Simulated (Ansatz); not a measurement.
# KCl: the cost of one run

Program: Ansatz 0.2.0. Level of theory: reference: DFT, HSE06, plane waves, PAW. These are calculated values, not measurements.

5 further runs of the same task are left out: 1 for a known fault of the program, 4 that didn't finish.

## 1. Starting point

It takes space group Fm-3m (No. 225, cubic). Conventional cell: a = 6.290 Å, b = 6.290 Å, c = 6.290 Å, α = 90.00°, β = 90.00°, γ = 90.00°. Around K (site symmetry m-3m) lie 6 Cl at 3.14 Å. Cl (site symmetry m-3m) is surrounded by 6 K at 3.14 Å.

As a file:

```
CELL_PARAMETERS angstrom
0.00000 3.14485 3.14485
3.14485 0.00000 3.14485
3.14485 3.14485 0.00000
ATOMIC_POSITIONS crystal
K 0.00000 0.00000 0.00000
Cl 0.50000 0.50000 0.50000
```

## 2. The reference run

Input file input.yaml:

```yaml
crystal:
  lattice:
    - [0.0, 3.1448483221, 3.1448483221]
    - [3.1448483221, 0.0, 3.1448483221]
    - [3.1448483221, 3.1448483221, 0.0]
  atoms:
    - { symbol: K, position: [0.0, 0.0, 0.0] }
    - { symbol: Cl, position: [0.5, 0.5, 0.5] }
kpoints:
  mp_grid: { grid: [4, 4, 4] }
hamiltonian:
  xc: hse06
scf:
  occupations: { method: fixed }
  n_extra_bands: 4
output:
  forces: true
  stress: true
  eigenvalues: true
```

Run with:

```
$ ansatz run input.yaml --threads 4 --pin off --max-ram 3686MiB --backend cpu --events-out ev --progress --plain --runs-dir out
```

What time and memory should one allow on 4 threads of an Arm CPU, shared host?

About 4.6 s, with a peak of 0.63 GiB.
